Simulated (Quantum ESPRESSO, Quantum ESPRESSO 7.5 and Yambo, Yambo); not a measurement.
**Quasiparticle gap of MgO (Fm-3m) in Yambo**

Wanted: ground state, empty states, screening and self-energy for MgO (Fm-3m).

Method: PBE and many-body steps on it, plane waves, in Quantum ESPRESSO 7.5 and Yambo 5.3.0.

**Experimental background.**

- Gap 7.83 eV: direct gap at Gamma, low temperature; bulk crystal (literature value) (quoted in “The Band-Gap Studies of Short-Period CdO/MgO Superlattices”, 2021, pmc:8035356).

### 1. Starting point

Symmetry: Fm-3m, No. 225, cubic system. The conventional cell has a = 4.194 Å, b = 4.194 Å, c = 4.194 Å, α = 90.00°, β = 90.00°, γ = 90.00°. Nearest to Mg lie 6 O at 2.10 Å. Nearest to O lie 6 Mg at 2.10 Å. Farther neighbours and most contacts between anions are not listed.

The cell and positions are those that the Materials Project relaxed with its own functionals (PBE, PBE+U or r2SCAN), kept fixed.

### 2. Ground state

This step: Quantum ESPRESSO 7.5; DFT, PBE, plane waves, norm-conserving pseudopotentials.

The ground-state density comes first.

pw.in

```
&control
  calculation = 'scf'
  prefix = 'x'
  outdir = 'o'
  pseudo_dir = 'pseudo'
/
&system
  ibrav = 0
  nat = 2
  ntyp = 2
  ecutwfc = 76.0
  nbnd = 13
  force_symmorphic = .true.
/
&electrons
  conv_thr = 1e-10
  electron_maxstep = 80
  mixing_beta = 0.5
/
ATOMIC_SPECIES
  Mg 24.305 Mg.upf
  O 15.999 O.upf
CELL_PARAMETERS angstrom
  -0.0000000000 2.0970013927 2.0970013927
  2.0970013927 -0.0000000000 2.0970013927
  2.0970013927 2.0970013927 -0.0000000000
ATOMIC_POSITIONS crystal
  Mg 0.0000000000 0.0000000000 0.0000000000
  O 0.5000000000 0.5000000000 0.5000000000
K_POINTS automatic
  8 8 8 0 0 0
```

Command:

```console
$ OMP_NUM_THREADS=1 mpirun -n 8 pw.x -nk 8 -in pw.in > pw.out
```

The log of the run:

```text
Program PWSCF v.7.5 starts

     This program is part of the open-source Quantum ESPRESSO suite
     for quantum simulation of materials; please cite
         "P. Giannozzi et al., J. Phys.:Condens. Matter 21 395502 (2009);
         "P. Giannozzi et al., J. Phys.:Condens. Matter 29 465901 (2017);
         "P. Giannozzi et al., J. Chem. Phys. 152 154105 (2020);
     in publications or presentations arising from this work. More details at
     Message from routine setup:
     using ibrav=0 with symmetry is DISCOURAGED, use correct ibrav instead

     G-vector sticks info

     bravais-lattice index     =            0
     lattice parameter (alat)  =       5.6042  a.u.
     unit-cell volume          =     124.4580 (a.u.)^3
     number of atoms/cell      =            2
     number of atomic types    =            2
     number of electrons       =        16.00
     number of Kohn-Sham states=           13
     kinetic-energy cutoff     =      76.0000  Ry
     charge density cutoff     =     304.0000  Ry
     scf convergence threshold =      1.0E-10
     mixing beta               =       0.5000
     number of iterations used =            8  plain     mixing
     Exchange-correlation= PBE
                           (   1   4   3   4   0   0   0)

     celldm(1)=   5.604187  celldm(2)=   0.000000  celldm(3)=   0.000000
     celldm(4)=   0.000000  celldm(5)=   0.000000  celldm(6)=   0.000000

     crystal axes: (cart. coord. in units of alat)
               a(1) = (  -0.000000   0.707107   0.707107 )
               a(2) = (   0.707107  -0.000000   0.707107 )
               a(3) = (   0.707107   0.707107  -0.000000 )

     reciprocal axes: (cart. coord. in units 2 pi/alat)
               b(1) = ( -0.707107  0.707107  0.707107 )
               b(2) = (  0.707107 -0.707107  0.707107 )
               b(3) = (  0.707107  0.707107 -0.707107 )
     Pseudo is Norm-conserving, Zval = 10.0
     Generated using ONCVPSP code by D. R. Hamann
     Using radial grid of 1510 points,  4 beta functions with:
     Pseudo is Norm-conserving + core correction, Zval =  6.0
     Generated using ONCVPSP code by D. R. Hamann
     Using radial grid of  936 points,  5 beta functions with:
     Mg               10.00    24.30500     Mg( 1.00)
     O                 6.00    15.99900     O ( 1.00)

     48 Sym. Ops., with inversion, found

   Cartesian axes

     site n.     atom                  positions (alat units)
         1        Mg     tau(   1) = (   0.0000000   0.0000000   0.0000000  )
         2        O      tau(   2) = (   0.7071068   0.7071068   0.7071068  )

     number of k points=    29
                       cart. coord. in units 2pi/alat
        k(    1) = (   0.0000000   0.0000000   0.0000000), wk =   0.0039062
        k(    2) = (   0.0883883   0.0883883  -0.0883883), wk =   0.0312500
        k(    3) = (   0.1767767   0.1767767  -0.1767767), wk =   0.0312500
        k(    4) = (   0.2651650   0.2651650  -0.2651650), wk =   0.0312500
        k(    5) = (  -0.3535534  -0.3535534   0.3535534), wk =   0.0156250
        k(    6) = (   0.1767767   0.0000000   0.0000000), wk =   0.0234375
        k(    7) = (   0.2651650   0.0883883  -0.0883883), wk =   0.0937500
        k(    8) = (   0.3535534   0.1767767  -0.1767767), wk =   0.0937500
        k(    9) = (  -0.2651650  -0.4419417   0.4419417), wk =   0.0937500
        k(   10) = (  -0.1767767  -0.3535534   0.3535534), wk =   0.0937500
     [... 17 further rows ...]
        k(   28) = (  -0.7071068   0.1767767  -0.0000000), wk =   0.0468750
        k(   29) = (  -0.7071068   0.3535534   0.0000000), wk =   0.0234375

     Dense  grid:    11113 G-vectors     FFT dimensions: (  32,  32,  32)

     Initial potential from superposition of free atoms

     starting charge      15.9992, renormalised to      16.0000
     Starting wfcs are    9 randomized atomic wfcs +    4 random wfcs

     per-process dynamical memory:    12.4 Mb

     Self-consistent Calculation

     iteration #  1     ecut=    76.00 Ry     beta= 0.50

     total energy              =    -151.98567155 Ry
     estimated scf accuracy    <       0.38482042 Ry

     iteration #  2     ecut=    76.00 Ry     beta= 0.50

     total energy              =    -152.09105087 Ry
     estimated scf accuracy    <       0.05833463 Ry

     iteration #  3     ecut=    76.00 Ry     beta= 0.50

     total energy              =    -152.10062288 Ry
     estimated scf accuracy    <       0.00317945 Ry

     iteration #  4     ecut=    76.00 Ry     beta= 0.50

     total energy              =    -152.10079169 Ry
     estimated scf accuracy    <       0.00008127 Ry

     iteration #  5     ecut=    76.00 Ry     beta= 0.50

     total energy              =    -152.10080590 Ry
     estimated scf accuracy    <       0.00000245 Ry

     iteration #  6     ecut=    76.00 Ry     beta= 0.50

     total energy              =    -152.10080622 Ry
     estimated scf accuracy    <       0.00000032 Ry

     iteration #  7     ecut=    76.00 Ry     beta= 0.50

     total energy              =    -152.10080622 Ry
     estimated scf accuracy    <       0.00000003 Ry

     iteration #  8     ecut=    76.00 Ry     beta= 0.50

     total energy              =    -152.10080623 Ry
     estimated scf accuracy    <          2.5E-09 Ry

     iteration #  9     ecut=    76.00 Ry     beta= 0.50

     End of self-consistent calculation

          k = 0.0000 0.0000 0.0000 (  1411 PWs)   bands (ev):

   -64.1039 -30.8548 -30.8548 -30.8548  -9.0394   8.2133   8.2133   8.2133
    13.1081  24.2494  24.2494  24.2494  28.0511

          k = 0.0884 0.0884-0.0884 (  1405 PWs)   bands (ev):

   -64.1025 -30.8681 -30.8561 -30.8561  -8.8674   7.2649   8.1108   8.1108
    14.0128  22.5118  24.6067  24.6067  29.0607

          k = 0.1768 0.1768-0.1768 (  1390 PWs)   bands (ev):

   -64.0993 -30.8995 -30.8593 -30.8593  -8.4208   5.5520   7.8738   7.8738
    15.4521  20.9344  25.0825  25.0825  28.6544

          k = 0.2652 0.2652-0.2652 (  1410 PWs)   bands (ev):

     [... further k-points ...]

     highest occupied, lowest unoccupied level (ev):     8.2133   13.1081

!    total energy              =    -152.10080623 Ry
     estimated scf accuracy    <          2.5E-11 Ry

     The total energy is the sum of the following terms:
     one-electron contribution =     -73.72474181 Ry
     hartree contribution      =      41.30826549 Ry
     xc contribution           =     -24.50956422 Ry
     ewald contribution        =     -95.17476569 Ry

     convergence has been achieved in   9 iterations

     XML data file, charge density, pseudopotentials, collected wavefunctions

=------------------------------------------------------------------------------=
   JOB DONE.
=------------------------------------------------------------------------------=
```

It took 1.4 s on 8 MPI ranks of Arm Neoverse V2, shared host; peak memory 0.05 GiB.

This step gave:

| Item | Value |
| --- | --- |
| total energy | -2069.4369 eV |
| gap | 4.895 eV |
| k of the valence top | 0, 0, 0 |
| k of the conduction bottom | 0, 0, 0 |
| least direct gap | 4.895 eV |

The gap is direct, at Γ.

### 3. Bands along the symmetry lines

The cheap functional maps the bands first; the places of the edges decide which points the dearer methods must see.

pw.in

```
&control
  calculation = 'bands'
  prefix = 'x'
  outdir = 'o'
  pseudo_dir = 'pseudo'
/
&system
  ibrav = 0
  nat = 2
  ntyp = 2
  ecutwfc = 76.0
  nbnd = 14
  force_symmorphic = .true.
/
&electrons
  conv_thr = 1e-9
  electron_maxstep = 80
  diago_full_acc = .true.
  diago_thr_init = 5e-6
/
ATOMIC_SPECIES
  Mg 24.305 Mg.upf
  O 15.999 O.upf
CELL_PARAMETERS angstrom
  -0.0000000000 2.0970013927 2.0970013927
  2.0970013927 -0.0000000000 2.0970013927
  2.0970013927 2.0970013927 -0.0000000000
ATOMIC_POSITIONS crystal
  Mg 0.0000000000 0.0000000000 0.0000000000
  O 0.5000000000 0.5000000000 0.5000000000
K_POINTS crystal
  50
  0.00000000 0.00000000 0.00000000 1
  0.06250000 0.00000000 0.06250000 1
  0.12500000 0.00000000 0.12500000 1
  0.18750000 0.00000000 0.18750000 1
  0.25000000 0.00000000 0.25000000 1
  0.31250000 0.00000000 0.31250000 1
  0.37500000 0.00000000 0.37500000 1
  0.43750000 0.00000000 0.43750000 1
  0.50000000 0.00000000 0.50000000 1
  0.51562500 0.03125000 0.51562500 1
  0.53125000 0.06250000 0.53125000 1
  0.54687500 0.09375000 0.54687500 1
  0.56250000 0.12500000 0.56250000 1
  0.57812500 0.15625000 0.57812500 1
  0.59375000 0.18750000 0.59375000 1
  0.60937500 0.21875000 0.60937500 1
  0.62500000 0.25000000 0.62500000 1
  0.37500000 0.37500000 0.75000000 1
  0.32812500 0.32812500 0.65625000 1
  0.28125000 0.28125000 0.56250000 1
  0.23437500 0.23437500 0.46875000 1
  0.18750000 0.18750000 0.37500000 1
  0.14062500 0.14062500 0.28125000 1
  0.09375000 0.09375000 0.18750000 1
  0.04687500 0.04687500 0.09375000 1
  0.00000000 0.00000000 0.00000000 1
  0.06250000 0.06250000 0.06250000 1
  0.12500000 0.12500000 0.12500000 1
  0.18750000 0.18750000 0.18750000 1
  0.25000000 0.25000000 0.25000000 1
  0.31250000 0.31250000 0.31250000 1
  0.37500000 0.37500000 0.37500000 1
  0.43750000 0.43750000 0.43750000 1
  0.50000000 0.50000000 0.50000000 1
  0.50000000 0.46875000 0.53125000 1
  0.50000000 0.43750000 0.56250000 1
  0.50000000 0.40625000 0.59375000 1
  0.50000000 0.37500000 0.62500000 1
  0.50000000 0.34375000 0.65625000 1
  0.50000000 0.31250000 0.68750000 1
  0.50000000 0.28125000 0.71875000 1
  0.50000000 0.25000000 0.75000000 1
  0.50000000 0.21875000 0.71875000 1
  0.50000000 0.18750000 0.68750000 1
  0.50000000 0.15625000 0.65625000 1
  0.50000000 0.12500000 0.62500000 1
  0.50000000 0.09375000 0.59375000 1
  0.50000000 0.06250000 0.56250000 1
  0.50000000 0.03125000 0.53125000 1
  0.50000000 0.00000000 0.50000000 1
```

The log of the run:

```text
[banner, memory and clock lines left out]
Program PWSCF v.7.5 starts

     Atomic positions and unit cell read from directory:
     o/x.save/

     Message from routine setup:
     using ibrav=0 with symmetry is DISCOURAGED, use correct ibrav instead

     G-vector sticks info

     bravais-lattice index     =            0
     lattice parameter (alat)  =       5.6042  a.u.
     unit-cell volume          =     124.4580 (a.u.)^3
     number of atoms/cell      =            2
     number of atomic types    =            2
     number of electrons       =        16.00
     number of Kohn-Sham states=           14
     kinetic-energy cutoff     =      76.0000  Ry
     charge density cutoff     =     304.0000  Ry
     Exchange-correlation= PBE
                           (   1   4   3   4   0   0   0)

     celldm(1)=   5.604187  celldm(2)=   0.000000  celldm(3)=   0.000000
     celldm(4)=   0.000000  celldm(5)=   0.000000  celldm(6)=   0.000000

     crystal axes: (cart. coord. in units of alat)
               a(1) = (  -0.000000   0.707107   0.707107 )
               a(2) = (   0.707107  -0.000000   0.707107 )
               a(3) = (   0.707107   0.707107  -0.000000 )

     reciprocal axes: (cart. coord. in units 2 pi/alat)
               b(1) = ( -0.707107  0.707107  0.707107 )
               b(2) = (  0.707107 -0.707107  0.707107 )
               b(3) = (  0.707107  0.707107 -0.707107 )
     Pseudo is Norm-conserving, Zval = 10.0
     Generated using ONCVPSP code by D. R. Hamann
     Using radial grid of 1510 points,  4 beta functions with:
     Pseudo is Norm-conserving + core correction, Zval =  6.0
     Generated using ONCVPSP code by D. R. Hamann
     Using radial grid of  936 points,  5 beta functions with:
     Mg               10.00    24.30500     Mg( 1.00)
     O                 6.00    15.99900     O ( 1.00)

     48 Sym. Ops., with inversion, found

   Cartesian axes

     site n.     atom                  positions (alat units)
         1        Mg     tau(   1) = (   0.0000000   0.0000000   0.0000000  )
         2        O      tau(   2) = (   0.7071068   0.7071068   0.7071068  )

     number of k points=    50
                       cart. coord. in units 2pi/alat
        k(    1) = (   0.0000000   0.0000000   0.0000000), wk =   0.0400000
        k(    2) = (   0.0000000   0.0883883   0.0000000), wk =   0.0400000
        k(    3) = (   0.0000000   0.1767767   0.0000000), wk =   0.0400000
[...]
[... 38 further rows ...]
        k(   49) = (   0.0441942   0.7071068   0.0000000), wk =   0.0400000
        k(   50) = (   0.0000000   0.7071068   0.0000000), wk =   0.0400000

     Dense  grid:    11113 G-vectors     FFT dimensions: (  32,  32,  32)

     The potential is recalculated from file :
     o/x.save/charge-density

     Starting wfcs are    9 randomized atomic wfcs +    5 random wfcs

     Band Structure Calculation

     End of band structure calculation

          k = 0.0000 0.0000 0.0000 (  1411 PWs)   bands (ev):

   -64.1039 -30.8549 -30.8549 -30.8549  -9.0394   8.2133   8.2133   8.2133
    13.1082  24.2494  24.2494  24.2494  28.0511  30.0888

          k = 0.0000 0.0884 0.0000 (  1399 PWs)   bands (ev):

   -64.1035 -30.8580 -30.8558 -30.8558  -8.9808   7.9049   8.1517   8.1517
    13.4594  23.4237  24.3842  24.3842  29.0710  29.1425

          k = 0.0000 0.1768 0.0000 (  1399 PWs)   bands (ev):

   -64.1021 -30.8672 -30.8591 -30.8591  -8.8133   7.1868   7.9813   7.9813
    14.3084  22.0059  24.7577  24.7577  27.3189  30.5759

          k =-0.0000 0.2652 0.0000 (  1383 PWs)   bands (ev):

[...]
k = 0.0000 0.4419-0.0000 (  1383 PWs)   bands (ev):

[...]
k =-0.0000 0.5303 0.0000 (  1379 PWs)   bands (ev):

[...]
k = 0.0000 0.6187-0.0000 (  1383 PWs)   bands (ev):

[...]
k = 0.4640 0.4640-0.0000 (  1384 PWs)   bands (ev):

[...]
k = 0.3315 0.3315-0.0000 (  1388 PWs)   bands (ev):

[...]
k = 0.3094 0.7071-0.0000 (  1402 PWs)   bands (ev):

[...]
k = 0.2210 0.7071-0.0000 (  1398 PWs)   bands (ev):

[...]
k = 0.1768 0.7071-0.0000 (  1390 PWs)   bands (ev):

[...]
k = 0.0442 0.7071 0.0000 (  1380 PWs)   bands (ev):

   -64.0917 -30.9300 -30.8848 -30.8845  -7.4587   4.1431   6.8236   6.8457
    17.5205  18.4285  21.4225  27.2705  27.4429  34.1182

          k = 0.0000 0.7071 0.0000 (  1362 PWs)   bands (ev):

   -64.0917 -30.9301 -30.8842 -30.8842  -7.4612   4.1241   6.8628   6.8628
    17.4582  18.3678  21.4446  27.4034  27.4034  34.0357

     XML data file, pseudopotentials, collected wavefunctions
```

Run time: 1.1 s. Hardware: 8 MPI ranks; peak memory 0.05 GiB.

This step gave:

```
gap                        : 4.895 eV
k of the valence top       : 0, 0, 0
k of the conduction bottom : 0, 0, 0
least direct gap           : 4.895 eV
```

The gap is 4.895 eV, as in the run before at this level.

Electronic bands along the path, in eV, zero at the top of the highest filled band; v1 is the highest filled band, c1 the lowest empty one:

| point | v4 | v3 | v2 | v1 | c1 | c2 | c3 | c4 |
| --- | --- | --- | --- | --- | --- | --- | --- | --- |
| Γ | -17.25 | 0.00 | 0.00 | 0.00 | 4.89 | 16.04 | 16.04 | 16.04 |
| halfway | -16.47 | -2.63 | -0.74 | -0.74 | 8.23 | 11.31 | 15.69 | 17.68 |
| X | -15.67 | -4.09 | -1.35 | -1.35 | 9.24 | 10.15 | 13.23 | 19.19 |
| halfway | -15.66 | -3.94 | -1.80 | -1.30 | 9.63 | 10.67 | 13.07 | 18.82 |
| U | -15.65 | -3.50 | -2.72 | -1.14 | 10.22 | 11.95 | 12.66 | 18.34 |
| jump to K | -15.65 | -3.50 | -2.72 | -1.14 | 10.22 | 11.95 | 12.66 | 18.34 |
| halfway | -16.39 | -2.94 | -1.18 | -0.39 | 8.32 | 12.13 | 15.56 | 18.15 |
| Γ | -17.25 | 0.00 | 0.00 | 0.00 | 4.89 | 16.04 | 16.04 | 16.04 |
| halfway | -16.63 | -2.66 | -0.34 | -0.34 | 7.24 | 12.72 | 16.87 | 16.87 |
| L | -15.90 | -4.64 | -0.65 | -0.65 | 8.02 | 12.76 | 16.49 | 16.49 |
| halfway | -15.76 | -4.02 | -1.94 | -0.99 | 9.80 | 12.34 | 13.67 | 17.10 |
| W | -15.61 | -2.96 | -2.96 | -1.78 | 11.78 | 11.78 | 12.35 | 15.74 |
| halfway | -15.64 | -3.79 | -1.90 | -1.57 | 10.13 | 11.04 | 12.89 | 17.56 |
| X | -15.67 | -4.09 | -1.35 | -1.35 | 9.24 | 10.15 | 13.23 | 19.19 |

The electronic bands as a text plot (rows in eV, shown from -8.0 to 10.9 only):

```
   10.5 |       ++ +++++  ++++                         +     ++++
    9.7 |         +++ ++++    ++                      +       ++
    8.9 |       ++   +                              ++          +
    8.1 |     ++                +              +++++
    7.4 |    +                   ++         +++
    6.6 |                          ++      +
    5.8 |  ++                            ++
    5.0 |++                          ++++
    4.2 |
    3.4 |
    2.6 |
    1.8 |
    1.1 |
    0.3 |**                        ********
   -0.5 | ******            **********  *  ***********
   -1.3 |  **   ************    *  **    **         ******   ****
   -2.1 |    *         **   **** **        *          **  ****
   -2.9 |     ****       ***    *           *           ****
   -3.7 |         *** **********             **       ***   ****
   -4.5 |            *                         *******          *
   -5.2 |
   -6.0 |
   -6.8 |
   -7.6 |
         Γ           X  U|K            Γ         L        W     X
```

[end of part 1 of 3]

[Paths, hosts, dates, memory and timing lines, banners, echoed tables and standing remarks are left out of the program output.]

[Logs are printed without paths, hosts, clocks, repeated set-up lines and the standing remarks that a program may print on its own settings, such as how far it seeks lower states.]

[Runs of the session that timed out or met a known fault of the program may be left out.]

[Hosts, paths, dates, database ids (printed as entryN), source tags and the programs' standing remarks are cut or masked in the printed files.]
